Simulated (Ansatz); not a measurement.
Is this AlNi₅ structure stable?

The structure comes from a generated guess, relaxed at this level; another structure or a mixture of phases may lie lower.

The calculation used DFT PBE, scalar-relativistic, plane waves, PAW in Ansatz. Plane waves to 420 eV, a 12×12×10 mesh through Γ for the 6-atom cell and 0.10 eV Gaussian smearing; collinear spin.

```xyz
6
Lattice="1.7858 -5.3055 0.0000 1.7858 5.3055 0.0000 0.0000 0.0000 3.5368" Properties=species:S:1:pos:R:3 pbc="T T T"
Al    1.7858    0.0000    1.7684
Ni    0.0000    0.0000    0.0000
Ni    1.7858   -1.7940    0.0000
Ni    1.7858   -3.5320    1.7684
Ni    1.7858    3.5320    1.7684
Ni    1.7858    1.7940    0.0000
```

The zero of energy is the elements' standard structures at the same level; no fitted shifts are applied.

Task: These tests were run: energy against the elements; phonons at Γ. What do they show?

Result:

```json
{"test": "energy against the elements", "result": "−0.28 eV/atom"}
{"test": "phonons at Γ", "result": "lowest optical mode 180 cm⁻¹"}
```

It fails none of these tests. Other phases of the system weren't compared here, so this isn't yet thermodynamic stability. Phonons away from Γ weren't computed.

Another magnetic order may lie lower. The run for the phonons used a 12×12×10 k mesh and Gaussian smearing of 0.20 eV. The cell carries site moments Ni 0.3 (×5) μB.
